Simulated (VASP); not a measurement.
# TiTe₂: energy and pressure at two fixed cells, by functional and dispersion

TiTe₂, P1 (no. 1), 3 atoms in the cell.

The cell is changed on purpose: last atom moved by 0.05 Å along a1+a2+a3.

| Functional | Dispersion | Energy of the cell in POSCAR.step1 less that of the cell in POSCAR.step2 (eV/atom) | Pressure on the cell in POSCAR.step2 (GPa) | Gap of the cell in POSCAR.step2 on the mesh (eV) | Time (s) |
|---|---|---|---|---|---|
| PBE, VDW_SR = 0.76 | MBD-FI | 0.0162 | -2.5 | 0.00 | 89 |
| PBE, VDW_SR = 0.83 | MBD-FI | 0.0119 | -1.6 | 0.00 | 89 |
| PBE, VDW_SR = 0.95 | MBD-FI | 0.0078 | -0.7 | 0.00 | 82 |
| PBE, VDW_SR = 1.1 | MBD-FI | 0.0053 | -0.2 | 0.00 | 84 |
| PBE, VDW_SR = 0.83 | MBD | 0.0149 | -2.5 | 0.00 | 50 |
| PBE, VDW_SR = 0.95 | MBD | 0.0088 | -1.0 | 0.00 | 51 |
| PBE, VDW_SR = 1.1 | MBD | 0.0060 | -0.4 | 0.00 | 56 |
| r2SCAN+rVV10, BPARAM = 6.3 | in the functional | 0.0088 | -0.9 | 0.00 | 257 |
| r2SCAN+rVV10, BPARAM = 9.0 | in the functional | 0.0050 | -0.2 | 0.00 | 241 |
| r2SCAN+rVV10, BPARAM = 11.95 | in the functional | 0.0030 | 0.2 | 0.00 | 229 |
| r2SCAN+rVV10, BPARAM = 15.7 | in the functional | 0.0017 | 0.5 | 0.00 | 242 |
| r2SCAN+rVV10, BPARAM = 20.0 | in the functional | 0.0008 | 0.7 | 0.00 | 242 |

## Input of the first row

INCAR:
```
PREC = Accurate
ENCUT = 520
EDIFF = 1E-7
ISMEAR = 0
SIGMA = 0.02
LREAL = F
LASPH = T
GGA_COMPAT = F
ALGO = Normal
NELM = 150
ISIF = 2
LWAVE = F
LCHARG = F
GGA = PE
IVDW = 263
VDW_SR = 0.76
LVDWEXPANSION = T
NBANDS = 19
KPAR = 4
```

KPOINTS:
```
k-points
0
Gamma
  6 6 3
```

POSCAR.step1:
```
TiTe2
1.0
    3.8143984718      0.0000000000      0.0000000000
   -1.9071992359      3.3033659767      0.0000000000
    0.0000000000      0.0000000000      6.5623408181
Te Ti
2 1
Direct
    0.3333333300      0.6666666700      0.7372000000
    0.6666666700      0.3333333300      0.2628000000
    0.0066525100      0.0066525100      0.0066525100
```

POSCAR.step2:
```
TiTe2
1.0
    3.7770000000      0.0000000000      0.0000000000
   -1.8885000000      3.2709779501      0.0000000000
    0.0000000000      0.0000000000      6.4980000000
Te Ti
2 1
Direct
    0.3333333300      0.6666666700      0.7372000000
    0.6666666700      0.3333333300      0.2628000000
    0.0066525100      0.0066525100      0.0066525100
```

Commands (each step's output is kept before the next begins):
```
cat potpaw_PBE.64/Te/POTCAR potpaw_PBE.64/Ti_sv/POTCAR > POTCAR
cp POSCAR.step1 POSCAR
mpirun -np 4 vasp_std > vasp.out
rm WAVECAR CHG
cp POSCAR.step2 POSCAR
mpirun -np 4 vasp_std > vasp.out
```

Changes of the last row against the first:
```
(all steps)
- GGA = PE
- IVDW = 263
- VDW_SR = 0.76
- LVDWEXPANSION = True
+ METAGGA = R2SCAN
+ LUSE_VDW = True
+ BPARAM = 20.0
+ LMIXTAU = True
```

VASP 6.6.1 took 89 s on 4 cores (Intel Xeon Platinum 8559C (Emerald Rapids)), a shared host.
